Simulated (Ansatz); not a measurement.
**CuO: convergence and cost**

Aim, for CuO: sweep the plane-wave cutoff on the displaced cell.

Method: DFT PBE, scalar-relativistic, plane waves, PAW, in Ansatz 0.2.0.

1 further run of the same task is left out (set aside as unsound or not needed). Runs told in other sessions of the task aren't counted.

## 1. Starting point

The structure is monoclinic, space group Cc (No. 9). The conventional cell has a = 4.689 Å, b = 3.427 Å, c = 5.132 Å, α = 90.00°, β = 99.65°, γ = 90.00°. Around Cu (site symmetry 1) lie 4 O at 1.91 to 2.02 Å. O (site symmetry 1) has 4 Cu at 1.91 to 2.02 Å in its first shell of neighbours.

Structure file:

```cif
data_structure
_symmetry_space_group_name_H-M 'P 1'
_symmetry_Int_Tables_number 1
_cell_length_a 2.9040
_cell_length_b 2.9040
_cell_length_c 5.1321
_cell_angle_alpha 97.781
_cell_angle_beta 97.781
_cell_angle_gamma 72.316
_cell_volume 40.65
loop_
_atom_site_label
_atom_site_type_symbol
_atom_site_fract_x
_atom_site_fract_y
_atom_site_fract_z
_atom_site_occupancy
Cu1 Cu 0.00320 0.49680 0.00000 1
Cu2 Cu 0.49680 0.00320 0.50000 1
O1 O 0.57140 0.40560 0.25370 1
O2 O 0.40560 0.57140 0.75370 1
```

Source of the structure: the Crystallography Open Database. It is taken as it stands there.

## 2. The base run, which the others are set against

Input file input.yaml:

```yaml
crystal:
  lattice:
    - [2.34465, -1.7134, 0.0]
    - [2.34465, 1.7134, 0.0]
    - [-0.86055, 0.0, 5.05944]
  atoms:
    - { symbol: Cu, position: [0.0032, 0.4968, 0.0] }
    - { symbol: Cu, position: [0.4968, 0.0032, 0.5] }
    - { symbol: O, position: [0.5714, 0.4056, 0.2537] }
    - { symbol: O, position: [0.4056, 0.5714, 0.7537] }
basis:
  ecutwfc: 420
kpoints:
  mp_grid: { grid: [16, 16, 8] }
hamiltonian:
  xc: pbe
scf:
  occupations: { method: gaussian, width: 0.1 }
output:
  forces: true
  stress: true
  eigenvalues: true
  populations: true
```

It was run beforehand and gave: -3595.5774 eV/atom at zero smearing, pressure 5.70 GPa, largest force 0.757 eV/Å, no gap on the mesh, in 7 SCF cycles and 68 s.

The runs on the displaced cell use a copy made earlier, with the atoms moved and the axes strained (about 1 %) at random, so that forces and shear stress do not vanish.

## 3. Plane-wave cutoff on the displaced cell set to 200 eV

Input file input.yaml:

```yaml
crystal:
  lattice:
    - [2.3404404522, -1.7107783127, -0.0229301573]
    - [2.3197430003, 1.6824555157, -0.0101368612]
    - [-0.8908838133, 0.0240860588, 5.0786274137]
  atoms:
    - { symbol: Cu, position: [-0.0082652229, 0.4939545091, -0.0055067082] }
    - { symbol: Cu, position: [0.4909130835, -0.0195801087, 0.4987901057] }
    - { symbol: O, position: [0.5733962104, 0.3983939412, 0.2576963426] }
    - { symbol: O, position: [0.3918683292, 0.5610426818, 0.7397132466] }
basis:
  ecutwfc: 200
kpoints:
  mp_grid: { grid: [10, 10, 6] }
hamiltonian:
  xc: pbe
scf:
  occupations: { method: gaussian, width: 0.1 }
output:
  forces: true
  stress: true
  eigenvalues: true
```

Run with:

```console
$ ansatz run input.yaml --threads 1 --pin off --max-ram 2560MiB --backend cpu --events-out ev --progress --plain --runs-dir out
```

The session goes on with these runs: plane-wave cutoff on the displaced cell: 250 eV; plane-wave cutoff on the displaced cell set to 300 eV; plane-wave cutoff on the displaced cell set to 350 eV; plane-wave cutoff on the displaced cell: 600 eV.

What results come out of these runs, taken together?

As calculated:

| quantity | value |
| --- | --- |
| plane-wave cutoff on the displaced cell: within 10 and 1 meV/atom of 600 eV from | 420 eV for 10; none of the others for 1 |

What this shows: The energy still moves by 5.28 meV/atom between the last two values of the plane-wave cutoff on the displaced cell, so 1 meV/atom is not shown to be reached. Total energies converge more slowly with the cutoff than differences between like structures do. The pressure is off by up to 28.9 GPa. Forces stay within 0.01 eV/Å of the reference from 420 eV on. The listed cell is far from this method's equilibrium (5.7 GPa, forces up to 0.76 eV/Å), so its values are not those of the relaxed crystal. The settings are coarse, so take the values as rough. Spin polarisation is off in the runs that give these values; a magnetic solution could lie lower.
